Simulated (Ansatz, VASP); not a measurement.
## Two plane-wave programs on BaTe

```
Ba Te
1.0
     4.80679    0.00000    0.00000
    -2.40340    4.16280    0.00000
     0.00000    0.00000    4.40909
Ba Te
1 1
Direct
  0.33333 0.66667 0.50000
  0.00000 0.00000 0.00000
```

The cell was built by a generator and needn't be a form met in nature.

Alike in both runs: task single point; functional PBE; k mesh 9 × 9 × 6; occupations gaussian, width 0.02 eV; no spin polarisation.

```csv
,VASP,Ansatz
version,VASP 6.6.1,Ansatz 0.2.0
potentials or method,"VASP PAW PBE potentials, release 64 (Ba_sv, Te)","scalar-relativistic, plane waves, PAW"
plane-wave cutoff (eV),520,420
valence electrons in the cell,16,26
```

|  | VASP | Ansatz | Ansatz less VASP |
| --- | --- | --- | --- |
| gap on the k mesh at the Fermi level (eV) | 1.47 | 1.52 | +0.055 |
| least direct gap on the mesh (eV) | 1.47 | 1.52 | +0.055 |
| pressure (GPa) | 0.4 | 0.0 | -0.33 |
| largest component of the traceless stress (GPa) | 0.05 | 0.00 | -0.050 |

The two sets of potentials don't hold the same shells in valence.

Caveats: spin-orbit coupling is left out, which moves the levels of the heavy elements; an odd mesh through Γ misses points on the zone boundary, where band edges often lie. PBE gaps usually lie below the measured ones, often by a third to a half.
